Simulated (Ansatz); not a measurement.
## NaCl (Fm-3m): G0W0 and the treatment of frequencies and band sums

```
Na Cl
1.0
     0.00000    2.48160    2.48160
     2.48160    0.00000    2.48160
     2.48160    2.48160    0.00000
Na Cl
1 1
Cartesian
  0.0000 0.0000 0.0000
  2.4816 2.4816 2.4816
```

Held fixed (Ansatz):

| Item | Value |
| --- | --- |
| orbitals | PBE |
| datasets | hard PAW set made for 700 eV |
| k mesh | 4×4×4 |
| response cutoff | 200 eV |
| wave cutoff | 700 eV |

The gap is read direct at Γ, linearised, between the Kohn-Sham band edges among the points solved. The direct gap is read between the top filled and lowest empty Kohn-Sham band at Γ. ε∞ is the electronic dielectric constant on this mesh. Runs with cut sums weigh the q → 0 term analytically. The completed-sum build treats it its own way, which on a coarse mesh shifts the gap as well.

| treatment | KS gap (eV) | G0W0 gap (eV) | direct at Γ (eV) | ε∞ |
| --- | --- | --- | --- | --- |
| contour deformation, sums cut at 197 empty bands | 7.08 | 9.88 | 9.88 | 2.8 |
| plasmon pole fitted at 19i eV, sums cut at 197 empty bands | 7.08 | 9.84 | 9.84 | 2.8 |
| contour deformation, 81 empty bands and completed sums (trial build, its own q → 0 term) | 7.08 | ? | ? | ? |

Question: Fill in the row for contour deformation, 81 empty bands and completed sums (trial build, its own q → 0 term).

Answer: G0W0 gap 10.09 eV, direct at Γ 10.09 eV, ε∞ 2.8.

The cell is a model at fixed atoms and needn't be the relaxed known crystal. The mesh is coarse, so these are values at the stated settings, not converged ones. Band sums or response are cut, so the gap isn't at its basis limit. The gap is read on the mesh, and the crystal's band edges can lie off it.
